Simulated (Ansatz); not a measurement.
# HfN (P6_3/mmc) in Ansatz: further runs, part 2 of 2

Ansatz 0.2.0. The steps go on from the part before.

### Step 3. Phonons, PBEsol

input.yaml

```yaml
crystal:
  lattice:
    - [3.1339080219, 0.0, 0.0]
    - [-1.566954011, 2.7140439601, 0.0]
    - [0.0, 0.0, 5.41676772]
  atoms:
    - { symbol: Hf, position: [0.3333333333, 0.6666666667, 0.25] }
    - { symbol: Hf, position: [0.6666666667, 0.3333333333, 0.75] }
    - { symbol: "N", position: [0.0, 0.0, 0.5] }
    - { symbol: "N", position: [0.0, 0.0, 0.0] }
kpoints:
  mp_grid: { grid: [10, 10, 5] }
scf:
  occupations: { method: fermi_dirac, width: 0.05 }
hamiltonian:
  xc: pbesol
  pseudopotentials: { kind: all_electron, lapw: { basis_error: 0.002 } }
output: {}
phonons:
  method: fd
  supercell: [1, 1, 1]
```

Potentials or basis: all-electron LAPW, scalar-relativistic.

Command:

```bash
$ ansatz run input.yaml --threads 2 --pin off --max-ram 8192MiB --backend cpu --events-out ev --progress --plain --runs-dir out
```

What it wrote:

```text
Warning: RAYON_NUM_THREADS=2 ignored (pool sized by the plan → 2); use --threads N
LAPW: plane waves up to 9.417 Å⁻¹, error target 2.0e-3 eV per atom; small_component_spin mean_spin; N in spheres of 0.920 Å, 7 of its electrons in bands, Dirac shells []; Hf in spheres of 1.272 Å, 42 of its electrons in bands, Dirac shells [] (how accurate: hamiltonian.pseudopotentials.lapw.basis_error, Limitations)
Engine: ansatz 0.2.0, aarch64-unknown-linux-gnu
Pseudopotentials: kind: all_electron
Pseudopotential: Hf, LAPW, valence charge 42, lapw/all_electron/scalar/gaussian/Hf, Koelling and Harmon's equation, gaussian nucleus
Pseudopotential: N, LAPW, valence charge 7, lapw/all_electron/scalar/gaussian/N, Koelling and Harmon's equation, gaussian nucleus
Functional definition: PBEsol
  exchange = pbesol_x
  correlation = pbesol_c
Crystal: 4 atoms, lattice volume = 46.073 Å³
Basis set: ecut = 337.88136393994535 eV, 665 PW (Γ), exchange–correlation at level 2
Bands: 59, of which v1, the nominal top of the filled ones, is band 49 counted from 1 (48 counted from 0)
Symmetry: 24 space group operations
k-points: 42 of 500
Non-local potential: Hf, projectors of the file, none
Non-local potential: N, projectors of the file, none
Initial density: superposition of atomic densities (chi_scale 0.1, normalization cell, long waves kept (reshape's long-wave potential 0.00 eV rms))
Initial wavefunctions: plane waves of lowest kinetic energy (no species holds an atomic orbital)
Functional: x = pbesol(κ = 0.804, μ = 0.12345679012345678), c = pbesol(β = 0.046)
iter 1 solved again at ethr=9.62e-3 eV; its pass at ethr=1.00e-1 eV (dr2=9.42e0 eV) is discarded
SCF iter   1: F=—  HF=-823234.222031 eV  |F-HF|=—  |Δ(HF+E_count)|=         —  Δρ=1.24e-1  dr2=9.42e0  ethr=9.62e-3  ⟨swp⟩=2.0  Hψ=15390  notcnv=0
preconditioner: auto → Kerker (q_TF=auto, 3.094 Å⁻¹)  [metal: Δε(μ)=0.004 eV  Ē_g=18.701 eV  σ=0.050 eV  W_gap=0.02  n_scr=22 (ndim 8)  ℏωp=41.7 eV  f_vac=0.000  D(μ)=1.52/eV (n_scr^D=10)]
iter 2 solved again at ethr=5.70e-4 eV; its pass at ethr=9.61e-3 eV (dr2=5.59e-1 eV) is discarded
SCF iter   2: F=—  HF=-823230.699602 eV  |F-HF|=—  |Δ(HF+E_count)|=    3.52e0  Δρ=3.05e-2  dr2=5.59e-1  ethr=5.70e-4  ⟨swp⟩=2.0  Hψ=12519  notcnv=0
SCF iter   3: F=—  HF=-823230.633099 eV  |F-HF|=—  |Δ(HF+E_count)|=         —  Δρ=3.21e-2  dr2=7.23e-1  ethr=5.70e-4  ⟨swp⟩=2.0  Hψ=7639  notcnv=0
the basis was enlarged: its passes take 441.8 KiB over the memory plan, 2 of 2 planned eigensolver slots
SCF iter   4: F=—  HF=-823230.665997 eV  |F-HF|=—  |Δ(HF+E_count)|=   3.29e-2  Δρ=1.72e-2  dr2=2.14e-1  ethr=5.70e-4  ⟨swp⟩=2.0  Hψ=7436  notcnv=0
SCF iter   5: F=—  HF=-823230.479954 eV  |F-HF|=—  |Δ(HF+E_count)|=   1.86e-1  Δρ=4.31e-3  dr2=6.94e-3  ethr=2.19e-4  ⟨swp⟩=2.0  Hψ=7663  notcnv=0
[... 48 lines left out ...]
SCF iter   4: F=—  HF=-823230.472166 eV  |F-HF|=—  |Δ(HF+E_count)|=   4.19e-5  Δρ=9.34e-5  dr2=1.38e-5  ethr=1.41e-8  ⟨swp⟩=2.0  Hψ=17318  notcnv=0
SCF iter   5: F=—  HF=-823230.472164 eV  |F-HF|=—  |Δ(HF+E_count)|=   2.48e-6  Δρ=3.95e-5  dr2=7.75e-7  ethr=1.41e-8  ⟨swp⟩=2.0  Hψ=10343  notcnv=0
SCF iter   6: F=—  HF=-823230.472164 eV  |F-HF|=—  |Δ(HF+E_count)|=   1.81e-7  Δρ=2.42e-5  dr2=2.96e-7  ethr=7.91e-10  ⟨swp⟩=2.0  Hψ=10341  notcnv=0
SCF iter   7: F=—  HF=-823230.472163 eV  |F-HF|=—  |Δ(HF+E_count)|=   4.32e-7  Δρ=1.42e-5  dr2=1.16e-7  ethr=3.02e-10  ⟨swp⟩=2.0  Hψ=10341  notcnv=0
SCF iter   8: F=—  HF=-823230.472163 eV  |F-HF|=—  |Δ(HF+E_count)|=   1.69e-8  Δρ=4.80e-6  dr2=1.56e-8  ethr=1.19e-10  ⟨swp⟩=2.0  Hψ=10341  notcnv=0
SCF iter   9: F=-823230.472163 eV  HF=-823230.472163 eV  |F-HF|=1.16e-9  |Δ(HF+E_count)|=   4.19e-9  Δρ=1.01e-6  dr2=5.44e-10  ethr=1.60e-11  ⟨swp⟩=2.0  Hψ=10341  notcnv=0
SCF 4 converged in 9 iterations: F = -823230.472163 eV  dr2 = 5.44e-10
SCF converged after 14 iterations
Free energy (F): -823230.472850 eV
Harris-Foulkes:  -823230.472850 eV  (|F-HF|=6.98e-10)
Internal energy: -823230.460388 eV  (E = F + TS)
E sigma→0 (E₀):  -823230.466619 eV
Entropy (-TS):   -0.012463 eV (-3.116 meV/atom)
Fermi energy:    23.695323 eV
--- Per-component energies (eV) ---
  E_band       = -8783.382085
  E_kinetic    = 915568.886843
  E_xc         = -16950.269291
  E_electrostatic = -1721849.077940  (all electrons and nuclei)
  E_smearing   = -0.012463  (= −TS)
  E_closure    = 0.000000  (closes the sum)
  E_atoms      = -823190.060058  (free atoms, spherical and without spin; not in F)
  Σ components = -823230.472850   (vs F -823230.472850, Δ=0.00e0)
  Basis errors (estimates in eV, not in F): energy 7.0e-4 per atom: plane waves 6.2e-4 (3.5e-4 summed), levels above the bands 7.4e-46, relativity 4.2e-8, radial functions 7.7e-5, core shells 1.0e-6; eigenvalues (radial functions only) 6.1e-6; not estimated: angular momenta, meshes, grids; target (lapw.basis_error) 2.0e-3; muffin-tin radii N 0.920 Å, Hf 1.272 Å
--- Forces (eV/Å), atoms counted from 1 ---
  atom   1  Hf     0.00000000     0.00000000     0.00000000
  atom   2  Hf    -0.00000000    -0.00000000     0.00000000
  atom   3  N      0.00000000    -0.00000000     0.00000000
  atom   4  N      0.00000000    -0.00000000     0.00000000
  max |Σ_I F_I| component: 3.70e-17 eV/Å
--- Band table (eV; the first three rows and the last of 42) ---
  k-point 0: bands = ["-352.0338", "-352.0338", "-349.7292", "-349.7292", "-349.7201", "-349.7201", "-349.7201", "-349.7201", "-177.8111", "-177.8111", "-177.8111", "-177.8111", "-177.8104", "-177.8104", "-177.8013", "-177.8013", "-177.8013", "-177.8013", "-38.6395", "-38.5910", "-8.0128", "-7.1395", "-7.0424", "-7.0424", "-6.9808", "-6.9808", "6.5218", "9.4167", "11.4056", "11.4083", "11.4191", "11.4191", "11.4672", "11.4795", "11.4795", "11.4811", "11.4811", "11.5010", "11.5010", "11.5509", "11.5529", "11.5912", "15.0127", "18.8951", "18.8951", "20.1194", "20.1194", "21.9573", "22.9787", "24.3215", "24.3215", "24.7286", "25.4453", "25.4453", "25.7130", "29.2428", "29.2428", "30.9529", "31.1700"]
  k-point 1: bands = ["-352.0338", "-352.0338", "-349.7292", "-349.7292", "-349.7201", "-349.7201", "-349.7201", "-349.7201", "-177.8111", "-177.8111", "-177.8111", "-177.8111", "-177.8104", "-177.8104", "-177.8013", "-177.8013", "-177.8013", "-177.8013", "-38.6348", "-38.5957", "-7.9359", "-7.2303", "-7.0365", "-7.0365", "-6.9867", "-6.9867", "6.7488", "9.0468", "11.4133", "11.4164", "11.4199", "11.4199", "11.4634", "11.4634", "11.4683", "11.4886", "11.4886", "11.5103", "11.5103", "11.5511", "11.5513", "11.5527", "15.5585", "18.9416", "18.9416", "19.8883", "19.8883", "20.4985", "24.0026", "24.8129", "24.8129", "25.2241", "25.7574", "25.8025", "25.8025", "28.7812", "28.7812", "29.2872", "30.2918"]
  k-point 2: bands = ["-352.0338", "-352.0338", "-349.7292", "-349.7292", "-349.7201", "-349.7201", "-349.7201", "-349.7201", "-177.8111", "-177.8111", "-177.8111", "-177.8111", "-177.8104", "-177.8104", "-177.8013", "-177.8013", "-177.8013", "-177.8013", "-38.6228", "-38.6078", "-7.7288", "-7.4598", "-7.0211", "-7.0211", "-7.0021", "-7.0021", "7.3704", "8.2251", "11.4261", "11.4261", "11.4261", "11.4305", "11.4414", "11.4414", "11.4730", "11.4968", "11.5035", "11.5035", "11.5132", "11.5132", "11.5516", "11.5522", "16.8847", "18.6064", "19.1154", "19.1154", "19.4557", "19.4557", "25.0353", "25.7066", "25.9467", "25.9467", "26.1575", "26.6214", "26.6214", "27.3420", "27.8375", "27.8375", "28.6608"]
  k-point 41: bands = ["-352.0338", "-352.0338", "-349.7292", "-349.7292", "-349.7201", "-349.7201", "-349.7201", "-349.7201", "-177.8111", "-177.8111", "-177.8111", "-177.8111", "-177.8104", "-177.8104", "-177.8013", "-177.8013", "-177.8013", "-177.8013", "-38.5589", "-38.5570", "-7.7491", "-7.7195", "-7.5854", "-7.5361", "-7.2465", "-7.2226", "8.5205", "8.6389", "11.4547", "11.4549", "11.4646", "11.4661", "11.4695", "11.4785", "11.4792", "11.4870", "11.4905", "11.4961", "11.5154", "11.5186", "11.5532", "11.5887", "16.4448", "16.6087", "18.2457", "18.9984", "19.1259", "19.2741", "23.7147", "24.2538", "26.7302", "27.1296", "29.1965", "29.4741", "29.5369", "29.5977", "30.3558", "30.6163", "33.7646"]
--- Phonons: 3 displaced members + reference (amplitude 0.01 Å, Σ member SCF iterations 26) ---
  symmetry images taken by strict's conditions (phonons.symmetry_images: auto; settled by no image being taken that strict refuses)
  ASR residual: 2.315e-3 → 0.000e0 eV/Å²; symmetrization residual: 5.813e-4 eV/Å²
  largest component of a force at the reference: 9.3e-17 eV/Å
  ASR residual per site (eV/Å²): 2.32e-3 2.32e-3 7.36e-4 7.36e-4
  Γ frequencies (cm⁻¹): 0.00 0.00 0.00 121.44 121.44 162.82 447.32 447.32 459.56 495.62 495.62 646.45
  density of states and harmonic sums: on the 23×23×12 q-mesh, interpolated from the force constants of a 1×1×1 supercell (no non-analytic term)
  largest difference from the sums on the solved wave vectors: F 5.04e-1 eV, S 7.62e-4 and C_V 2.58e-4 eV/K
  zero-point energy: 0.228002 eV/cell   skipped modes (ω ≤ 0): 3   left out of the sums: 3.94e-5 of the cell's modes: C_V's classical limit lies that fraction below 3 k_B per atom; for a crystal, a wire or a layer, F and S can be off by more, and a phonons.interpolated_qmesh denser along its periods is the remedy for the sampling
```

phthermo.tsv:

```text
# format = ansatz-phthermo/1
# interpolated_qmesh = 23 23 12
# force_constants_supercell = 1 1 1
# non_analytic_term = not included (the non-analytic LO-TO correction is not applied to the interpolated dynamical matrix; polar crystals: no LO-TO splitting at GAMMA, and LO and other optical branches, acoustic branches and sound speeds, and with them the density of states and the thermodynamics, can be off between the wave vectors that the force constants were sampled on, most near GAMMA; a larger extent of the force constants narrows that region and is not shown to mend the acoustic slopes)
# zero_point_energy_ev = 2.2800193577e-1
# n_skipped_modes = 3
# share_of_modes_left_out = 3.9382482672e-5
# rigid_motions_known_by = geometry
# t_k	f_vib_ev	s_ev_per_k	c_v_ev_per_k
0.0000	2.2800193577e-1	0.0000000000e0	0.0000000000e0
10.0000	2.2800120469e-1	3.4046242805e-7	1.1810673026e-6
20.0000	2.2798434341e-1	4.1698147593e-6	1.6276187601e-5
30.0000	2.2787833074e-1	1.9587731146e-5	6.9692742047e-5
40.0000	2.2754218078e-1	4.9831874026e-5	1.4527459021e-4
50.0000	2.2684796635e-1	9.0202770246e-5	2.1750920841e-4
[... 93 lines left out ...]
990.0000	-1.0726076684e0	2.1411852843e-3	1.0107461296e-3
1000.0000	-1.0940704056e0	2.1513458997e-3	1.0111978639e-3
```

It took 6.2 min on 2 threads of Arm Neoverse V1, shared host; peak memory 1.1 GiB.

What came out:

| Quantity | Value |
| --- | --- |
| Free energy | -823230.4729 eV |
| Band gap on the k mesh | none (metal or under the smearing width) |
| Highest phonon frequency at Γ | 646 cm⁻¹ |

Phonon frequencies in cm⁻¹ (negative: imaginary):
```tsv
q point	frequencies
(0.000, 0.000, 0.000)	0 0 0 121 121 163 447 447 460 496 496 646
```

Caveat: a metal's response needs a denser mesh. The run has no spin-orbit coupling, so splittings on Hf are missing.
